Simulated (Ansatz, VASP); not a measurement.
Given: the input of a run of VASP 6.6.1 on Sb.

The input INCAR:

```
  ALGO = Normal
  EDIFF = 1E-7
  ENCUT = 520
  GGA = PE
  ISIF = 2
  ISMEAR = -1
  LASPH = T
  LCHARG = F
  LREAL = F
  LWAVE = F
  NBANDS = 8
  NELM = 100
  PREC = Accurate
  SIGMA = 0.05
```

The input KPOINTS:

```
k-points
0
Gamma
  8 8 8
```

File POSCAR:

```
Sb
1.0
    3.1830660000     -0.0091570000     -0.0792670000
   -0.0091570000      3.1372080000     -0.0565340000
   -0.0792670000     -0.0565340000      3.1629200000
Sb
1
Direct
    0.0035030000      0.0030650000     -0.0217410000
```

Potentials or basis: VASP PAW PBE potentials, release 64 (Sb).

Run with:

```sh
$ cat potpaw_PBE.64/Sb/POTCAR > POTCAR
$ mpirun -np 1 vasp_std > vasp.out
```

**Question.** Set up the same calculation for Ansatz 0.2.0. Potentials there: all-electron LAPW, scalar-relativistic.

**Answer.** As run (the cutoff follows the program's own potentials):

Contents of input.yaml:

```yaml
crystal:
  lattice:
    - [3.183066, -0.009157, -0.079267]
    - [-0.009157, 3.137208, -0.056534]
    - [-0.079267, -0.056534, 3.16292]
  atoms:
    - { symbol: Sb, position: [0.003503, 0.003065, -0.021741] }
kpoints:
  mp_grid: { grid: [8, 8, 8] }
scf:
  occupations: { method: fermi_dirac, width: 0.05 }
hamiltonian:
  xc: pbe
  pseudopotentials: { kind: all_electron, lapw: { basis_error: 0.001 } }
output:
  forces: true
  stress: true
  eigenvalues: true
  populations: true
```

Potentials or basis: all-electron LAPW, scalar-relativistic.

Command:

```console
$ ansatz run input.yaml --threads 1 --pin off --max-ram 2560MiB --backend cpu --events-out ev --progress --plain --runs-dir out
```

Both were run:

|  | VASP | Ansatz | Ansatz less VASP |
| --- | --- | --- | --- |
| gap on the k mesh at the Fermi level (eV) | none | none | - |
| pressure (GPa) | -2.4 | -2.3 | +0.05 |
| largest component of the traceless stress (GPa) | 1.02 | 1.02 | -0.003 |

A gap of «none» marks a metal or a gap that the smearing closes. Ansatz ran all-electron here, so the differences hold the error of VASP's frozen core and of both bases.

The runs have no spin-orbit coupling, so splittings on Sb are missing.
